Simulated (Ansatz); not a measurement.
A (001) slab of relaxed bulk NbN (Fm-3m, 10.51 Å³/atom, gap on the mesh 0.00 eV), 3 planes in a 4×1 cell with the lowest 1 held; added atoms sit on lattice sites of the next plane. A dipole correction is on. The surface energy is the mean of the held and the free face; step energies are per length and the mean of the stripe's two steps, which run along the shortest translation of the plane; step and island energies count from the flat slab and bulk atoms.

Computed with Ansatz, DFT PBEsol, scalar-relativistic, plane waves, PAW.

Cutoff 420 eV, Gaussian smearing of 0.10 eV, energies at zero smearing, symmetry of each start kept, no spin polarisation.

| start | atoms | k mesh | surface energy (J/m²) | gap on the mesh (eV) | step energy (meV/Å) |
| --- | --- | --- | --- | --- | --- |
| flat slab | 24 | 3×12×1 | 1.66 | 0 | - |
| stripe of 4 atoms | 28 | 3×12×1 | - | 0 | 147 |

Small energy differences in metals hang on the k mesh (about 10 mJ/m² or 1 to 2 meV/atom on the mesh of the relaxation).

Cost: 2 runs of about 25 core-minutes in all, on Intel Xeon 6975P-C (Granite Rapids) (shared hosts).